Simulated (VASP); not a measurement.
Here is a VASP 6.6.1 calculation.

INCAR

```
PREC = Accurate
ENCUT = 520
EDIFF = 1E-6
ISMEAR = 0
SIGMA = 0.15
LREAL = False
LASPH = True
NELM = 100
ALGO = Fast
ISIF = 2
LWAVE = False
LCHARG = False
GGA = PS
NBANDS = 7
```

KPOINTS

```
Automatic mesh
0
Gamma
  12 12 12
```

POSCAR

```
Mg
1.0
    2.9575678538      0.0243441005      0.2256901864
   -1.4577013175      2.6825817632      0.0563306824
    0.2223471847      0.1924538060      3.1289642502
Mg
1
Direct
    0.0000000000      0.0000000000      0.0000000000
```

Potentials or basis: VASP PAW PBE potentials, release 64 (Mg).

The run is started by

```console
$ cat potpaw_PBE.64/Mg/POTCAR > POTCAR
$ mpirun -np 1 vasp_std > vasp.out
```

Problem. Predict the pressure.

Solution. 0.3 GPa.

Problem. Estimate the band gap on the k mesh.

Solution. None (metal or under the smearing width).

Stress tensor (GPa, compression positive):
```
 2.87 -0.33  1.86
-0.33 -0.18  1.40
 1.86  1.40 -1.85
```

Caveat: the PAW data sets were made with another functional, which shifts forces and pressure a little.
